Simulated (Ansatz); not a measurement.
# Bi in Ansatz: the effect of functional

Bi:

```
Bi
1.0
     3.28099    0.00000    0.00000
     0.00000    3.26404    0.00000
    -0.08151    0.00000    6.52869
Bi
2
Cartesian
  1.7246 0.0000 4.8938
  1.4749 0.0000 1.6349
```

This isn't the form of Bi at room conditions, which is rhombohedral.

The cell isn't the ideal one: volume scaled by 1.04.

Alike in all runs:

```yaml
Program: Ansatz 0.2.0
Task: single point
Potentials_or_basis: Ansatz PAW
k_mesh: 8 × 8 × 4
Occupations: fermi-dirac, width 0.05 eV
Spin: no spin polarisation
```

```csv
functional,cutoff,pressure (GPa),largest force (eV/Å)
LDA,420 eV (not typed: the program's choice for these potentials),-3.5,0.03
PBEsol,420 eV (not typed: the program's choice for these potentials),-2.3,0.02
r2SCAN,500 eV (not typed: the program's choice for these potentials),?,?
```

Question: What does the run with functional r2SCAN give?

Answer: Pressure -0.9 GPa; largest force 0.03 eV/Å.

Caveats: the PAW data sets come from PBE, with cores solved anew for the run's functional, which leaves a small shift of forces and pressure.

Runs at the PBE level aren't shown here.
